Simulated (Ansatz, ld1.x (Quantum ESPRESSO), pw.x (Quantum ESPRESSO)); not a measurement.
silver: does the TM potential hold in the solid?

silver, norm-conserving Troullier–Martins (Kleinman–Bylander form), made with ld1.x (Quantum ESPRESSO) 7.5 (PBE, scalar-relativistic). Core [Kr], reference 4d10 5s0 5p0 (charge +1). Waves: 5s (bound, empty): rc 2.00 bohr; 5p (bound, empty): rc 3.00 bohr; 4d (bound): rc 1.60 bohr. Local part: all-electron potential smoothed inside 2.40 bohr (lloc = -1). Core correction: none.

Atomic tests: cutoffs needed: 70 Ry and 100 Ry (the cutoffs (Ry, on a coarse ladder) from which the occupation-weighted sum of valence levels, in a spherical-Bessel basis at the reference potential, stays within 10 and 1 mRy of its value at 400 Ry); ghost test: no extra level below or beside the all-electron valence levels (s, p, d, f tested) (spherical-Bessel basis up to 400 Ry, 20 bohr box); configuration tests: 1 of 7 tests not solved or not reliable.

Crystal test: sc Ag in pw.x 7.5, no spin, 12³ k-points, Fermi–Dirac smearing 0.01 Ry, cutoffs 120/480 Ry. The reference is all-electron LAPW (Ansatz 0.2.0) with the same functional, mesh and smearing; V0 and B0 come from Birch–Murnaghan fits to the pressures at five volumes. Errors are pseudo minus all-electron; Δ is the rms difference of the E(V) curves that follow from these fits, minima aligned, over ±6 % about the mean V0. Mesh and smearing are coarse, so the numbers serve the comparison and aren't converged zero-temperature values; the lattice is a test structure that the element need not adopt.

All-electron: a0 = 2.752 Å (V0 = 20.84 Å³/atom), B0 = 66.2 GPa.

Q: How far does the potential miss the all-electron equation of state?

A: mean pressure error (GPa): -2.06; a0 (Å): 2.723; a0 error (%): -1.04; B0 error (%): +9.3; Δ (meV/atom): 9.7. The largest radius (3.00 bohr) exceeds half the bond length (2.60 bohr), so the spheres overlap, which is one possible source of error among others. This is a poor potential for the solid. Atomic configuration tests: 1 of 7 tests not solved or not reliable. The logarithmic derivative shows an extra or strongly shifted pseudo pole above the reference energy (s near 1.17 Ry).

| V (Å³/atom) | P all-electron (GPa) | P pseudo (GPa) |
| --- | --- | --- |
| 19.838 | 3.74 | 1.36 |
| 20.360 | 1.63 | -0.58 |
| 20.882 | -0.15 | -2.19 |
| 21.404 | -1.65 | -3.55 |
| 21.926 | -2.91 | -4.67 |

Q: At the middle volume, how do free energy and pressure move when the wave cutoff is lowered (ecutrho kept at four times it)?

A:

| cutoff (Ry) | shift of F (meV/atom) | shift of P (GPa) |
| --- | --- | --- |
| 54 | +988.0 | -49.25 |
| 72 | +26.2 | -1.36 |
| 96 | +11.5 | -0.16 |

Input at the middle volume:

```
&control
  calculation='scf', prefix='x', pseudo_dir='./', outdir='./tmp', tstress=.true., disk_io='low'
/
&system
  ibrav=0, nat=1, ntyp=1, ecutwfc=120, ecutrho=480, nbnd=13,
  occupations='smearing', smearing='fd', degauss=0.01
/
&electrons
  conv_thr=1e-09, mixing_beta=0.4, electron_maxstep=70
/
ATOMIC_SPECIES
Ag 1.0 Ag.UPF
CELL_PARAMETERS angstrom
  2.75374696 0.00000000 0.00000000
  0.00000000 2.75374696 0.00000000
  0.00000000 0.00000000 2.75374696
ATOMIC_POSITIONS crystal
Ag 0.0000 0.0000 0.0000
K_POINTS automatic
12 12 12 0 0 0
```

```bash
pw.x < Ag.scf.in > Ag.scf.out
```

Lines of the output:

```
Message from routine setup:
     using ibrav=0 with symmetry is DISCOURAGED, use correct ibrav instead
     lattice parameter (alat)  =       5.2038  a.u.
     unit-cell volume          =     140.9187 (a.u.)^3
     number of electrons       =        11.00
     number of Kohn-Sham states=           13
     kinetic-energy cutoff     =     120.0000  Ry
     charge density cutoff     =     480.0000  Ry
     scf convergence threshold =      1.0E-09
     Exchange-correlation= PBE
     number of k points=    84  Fermi-Dirac smearing, width (Ry)=  0.0100
     iteration #  1     ecut=   120.00 Ry     beta= 0.40
     total energy              =     -73.56895012 Ry
     estimated scf accuracy    <       3.15575408 Ry
     iteration #  2     ecut=   120.00 Ry     beta= 0.40
     total energy              =     -74.34886134 Ry
     estimated scf accuracy    <       0.07712740 Ry
     iteration #  3     ecut=   120.00 Ry     beta= 0.40
     total energy              =     -74.35689620 Ry
     estimated scf accuracy    <       0.00306503 Ry
     iteration #  4     ecut=   120.00 Ry     beta= 0.40
     total energy              =     -74.35763215 Ry
     estimated scf accuracy    <       0.00115480 Ry
     iteration #  5     ecut=   120.00 Ry     beta= 0.40
     total energy              =     -74.35792178 Ry
     estimated scf accuracy    <       0.00005215 Ry
     iteration #  6     ecut=   120.00 Ry     beta= 0.40
     total energy              =     -74.35793605 Ry
     estimated scf accuracy    <       0.00000344 Ry
     iteration #  7     ecut=   120.00 Ry     beta= 0.40
     total energy              =     -74.35793696 Ry
     estimated scf accuracy    <       0.00000012 Ry
     iteration #  8     ecut=   120.00 Ry     beta= 0.40
     total energy              =     -74.35793697 Ry
     estimated scf accuracy    <          2.8E-09 Ry
     iteration #  9     ecut=   120.00 Ry     beta= 0.40
     total energy              =     -74.35793697 Ry
     estimated scf accuracy    <          5.9E-09 Ry
     iteration # 10     ecut=   120.00 Ry     beta= 0.40
     the Fermi energy is     9.6289 ev
!    total energy              =     -74.35793697 Ry
     estimated scf accuracy    <          1.8E-11 Ry
     smearing contrib. (-TS)   =      -0.00134187 Ry
     The total energy is F=E-TS. E is the sum of the following terms:
     one-electron contribution =     -13.20017716 Ry
     hartree contribution      =      16.46214134 Ry
     xc contribution           =     -11.64539043 Ry
     ewald contribution        =     -65.97316885 Ry
     convergence has been achieved in  10 iterations
          total   stress  (Ry/bohr**3)                   (kbar)     P=      -21.94
```

The run at the middle volume (84 k-points, 10 iterations) took about 41 s on one core of a shared host (Neoverse-V1, 32 threads, 247 GiB, load 16).
